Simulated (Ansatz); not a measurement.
Elastic constants of ZrO$_{2}$ at 18 GPa (stress–strain coefficients): input and output

Level of theory: Ansatz 0.2.0, DFT PBEsol, scalar-relativistic, plane waves, PAW.

Launched with:
```bash
ansatz run input.yaml --threads 1 --pin off --max-ram 3072MiB --backend cpu --events-out ev --progress --plain --runs-dir out
```

Input (bare energies are in eV):
```yaml
crystal:
  lattice:
    - [0.0, 2.4802307964, 2.4802307964]
    - [2.4802307964, 0.0, 2.4802307964]
    - [2.4802307964, 2.4802307964, 0.0]
  atoms:
    - { symbol: Zr, position: [0.0, 0.0, 0.0] }
    - { symbol: O, position: [0.25, 0.25, 0.25] }
    - { symbol: O, position: [0.75, 0.75, 0.75] }
basis:
  ecutwfc: 420
kpoints:
  mp_grid: { grid: [8, 8, 8] }
hamiltonian:
  xc: pbesol
scf:
  occupations: { method: fixed }
output:
  forces: true
  stress: true
  eigenvalues: true
elastic:
  mode: relaxed_ion
  stencil: two_point
```

From the output:
```
--- Elastic constants: 2 strain directions × 2 members + reference (group order 48) ---
  dense FFT box of the reference and of every strained cell: 24×24×24
  strains applied: 11, 23; error gains: componentwise 1.00 (the most a stress slope's error grows in a printed constant), spectral 1.73 (1 for all six strains in a standard setting)
  C = ∂σ_k/∂η_j (tension-positive GPa; Voigt order 11 22 33 23 13 12):
       647.988    168.064    168.064     -0.000     -0.000      0.000
       168.064    647.988    168.064      0.000     -0.000     -0.000
       168.064    168.064    647.988      0.000      0.000     -0.000
        -0.000      0.000      0.000     78.811      0.000     -0.000
         0.000      0.000     -0.000     -0.000     78.811      0.000
         0.000     -0.000     -0.000      0.000     -0.000     78.811
  reference stress σ⁰ (GPa):    -17.997    -17.997    -17.997      0.000      0.000      0.000
  C* (energy form; C + prestress term) asymmetry max|C*_kj − C*_jk| = 5.684e-14 GPa — a small one proves nothing (zero by symmetry where the batch's group is 432, −43m or m−3m); a large one is finite-difference/SCF noise where every solve ...
  moduli (Voigt/Reuss/Hill, GPa): K = 328.04/328.04/328.04   G = 143.27/107.76/125.52   E = 333.95   ν = 0.330
  mechanically stable: yes (min eigenvalue of sym C = 78.81 GPa)
  strain η (Voigt 11):  stress-route row diagonal C_11 = 647.99 GPa, energy-path curvature d²(F+E_count+ΔE)/dδ²/Ω₀ = 648.04 GPa
         δ    σ_11 (GPa) F (eV) n_scf n_hpsi n_pw
    -2.000e-3     -19.2990       -5255.5172032       7   17498    609   relax 0 steps, max|allowed force component| 3.47e-18 eV/Å
     2.000e-3     -16.7070       -5255.5308832       6   15461    609   relax 0 steps, max|allowed force component| 2.60e-18 eV/Å
  strain η (Voigt 23):  stress-route row diagonal C_44 = 78.81 GPa, energy-path curvature d²(F+E_count+ΔE)/dδ²/Ω₀ = 88.88 GPa
         δ    σ_23 (GPa) F (eV) n_scf n_hpsi n_pw
    -2.000e-3      -0.1576       -5255.5242564      10   29500    609   relax 3 steps, max|allowed force component| 4.51e-8 eV/Å
     2.000e-3       0.1576       -5255.5242564      10   29605    609   relax 2 steps, max|allowed force component| 6.83e-6 eV/Å
```

It took 8.5 s on 1 thread of AMD EPYC 9R45 96-Core Processor (Zen 5), with other jobs on the host, peak memory 0.42 GiB.

Other phases may be more stable at this pressure.

This fluorite-type form isn't the usual stable structure of the compound at low pressure.